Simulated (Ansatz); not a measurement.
# BP (F-43m): zero-pressure volume and bulk modulus with LDA

The task here is to estimate one member of a computed series from the others.

Method: DFT LDA, scalar-relativistic, plane waves, PAW, in Ansatz 0.2.0.

1 further run of the same task is left out (set aside as unsound or not needed). Runs told in other sessions of the task aren't counted.

### The starting structure

The structure is cubic, space group F-43m (No. 216). Conventional cell: a = 4.538 Å, b = 4.538 Å, c = 4.538 Å, α = 90.00°, β = 90.00°, γ = 90.00°. Around B (site symmetry -43m) lie 4 P at 1.97 Å. P (site symmetry -43m) has 4 B at 1.97 Å in its first shell of neighbours.

Structure file:

```
B P
1.0
     0.00000    2.26900    2.26900
     2.26900    0.00000    2.26900
     2.26900    2.26900    0.00000
B P
1 1
Cartesian
  0.0000 0.0000 0.0000
  3.4035 3.4035 3.4035
```

An earlier run on this cell at PBE gave 1.15 GPa at 11.682 Å³/atom (8×8×8 mesh), mesh gap 1.27 eV.

The first run:

The input, input.yaml:

```yaml
crystal:
  lattice:
    - [0.0, 2.2690012231, 2.2690012231]
    - [2.2690012231, 0.0, 2.2690012231]
    - [2.2690012231, 2.2690012231, 0.0]
  atoms:
    - { symbol: B, position: [0.0, 0.0, 0.0] }
    - { symbol: P, position: [0.75, 0.75, 0.75] }
basis:
  ecutwfc: 420
  ecutrho_ratio: 4
kpoints:
  mp_grid: { grid: [8, 8, 8] }
hamiltonian:
  xc: lda
scf:
  occupations: { method: gaussian, width: 0.05 }
output:
  forces: true
  stress: true
  eigenvalues: true
```

On the command line:

```console
> ansatz run input.yaml --threads 4 --pin off --max-ram 8192MiB --backend cpu --events-out ev --progress --plain --runs-dir out
```

Among the steps run: At the given cell; Stepping to 11.276 Å³/atom; Stepping to 11.319 Å³/atom; Volume × 0.98 of the new zero; Volume × 1.02 of the new zero; Volume × 0.96 of the new zero; Volume × 1.04 of the new zero.

One table of the session follows, with a row left open; its other results are not shown here.

It belongs to the step «Energy and pressure against volume». 

| volume (Å³/atom) | energy (meV/atom) | pressure (GPa) |
| --- | --- | --- |
| 10.866 | 10.62 | 7.75 |
| 11.093 | 2.58 | 3.69 |
| 11.319 | 0.00 | 0.01 |
| 11.545 | ? | ? |
| 11.772 | 9.31 | -6.39 |

Estimate the missing values for volume (Å³/atom) = 11.545.

Worked estimate for «energy (meV/atom)». A straight line through the neighbours (11.319, 0.00) and (11.772, 9.31) gives 0.00 + (9.31 − 0.00) × (11.545 − 11.319) / (11.772 − 11.319) = 4.64; a parabola fitted to 3 rows on both sides gives 2.23.

The run gave: energy (meV/atom): 2.41; pressure (GPa): -3.34. In «energy (meV/atom)» the line misses by +2.23 and the parabola by -0.18.
